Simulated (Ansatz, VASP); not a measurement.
# One calculation of Al, two programs

The input INCAR:

```
SYSTEM = Al
ALGO = Normal
EDIFF = 1E-6
ENCUT = 520
ISIF = 2
ISMEAR = -1
LASPH = .TRUE.
LCHARG = .FALSE.
LREAL = .FALSE.
LWAVE = .FALSE.
NBANDS = 10
NELM = 60
PREC = Accurate
SIGMA = 0.03
```

Contents of KPOINTS:

```
k-points
0
G
  18 18 10
  0 0 0
```

POSCAR

```
Al
1.0
    2.8717451011      0.0000000000      0.0000000000
   -1.4358725505      2.4870042108      0.0000000000
    0.0000000000      0.0000000000      4.6586341472
Al
2
Direct
    0.3333333333      0.6666666667      0.2500000000
    0.6666666667      0.3333333333      0.7500000000
```

Input for Ansatz:

```yaml
crystal:
  lattice:
    - [2.8717451011, 0.0, 0.0]
    - [-1.4358725505, 2.4870042108, 0.0]
    - [0.0, 0.0, 4.6586341472]
  atoms:
    - { symbol: Al, position: [0.3333333333, 0.6666666667, 0.25] }
    - { symbol: Al, position: [0.6666666667, 0.3333333333, 0.75] }
kpoints:
  mp_grid: { grid: [18, 18, 10] }
  band_path:
    path:
      - [0.0, 0.0, 0.0]
      - [0.5, 0.0, 0.0]
      - [0.3333333333, 0.3333333333, 0.0]
      - [0.0, 0.0, 0.0]
      - [0.0, 0.0, 0.5]
      - [0.5, 0.0, 0.5]
      - [0.3333333333, 0.3333333333, 0.5]
      - [0.0, 0.0, 0.5]
      - [0.5, 0.0, 0.5]
    npoints: 5
scf:
  occupations: { method: fermi_dirac, width: 0.03 }
hamiltonian:
  xc: lda
  pseudopotentials: { kind: all_electron, lapw: { basis_error: 0.0005 } }
output:
  forces: true
  stress: true
  eigenvalues: true
```

Alike in both runs: task single point; functional LDA; k mesh 18 × 18 × 10; occupations fermi-dirac, width 0.03 eV; no spin polarisation.

|  | VASP | Ansatz |
| --- | --- | --- |
| version | VASP 6.6.1 | Ansatz 0.2.0 |
| potentials or method | VASP PAW LDA potentials, release 64 (Al) | all-electron LAPW, scalar-relativistic |
| plane-wave cutoff (eV) | 520 | see its input |

|  | VASP | Ansatz | Ansatz less VASP |
| --- | --- | --- | --- |
| pressure (GPa) | -3.1 | -3.1 | -0.03 |

Ansatz ran all-electron here, so the differences hold the error of VASP's frozen core and of both bases.
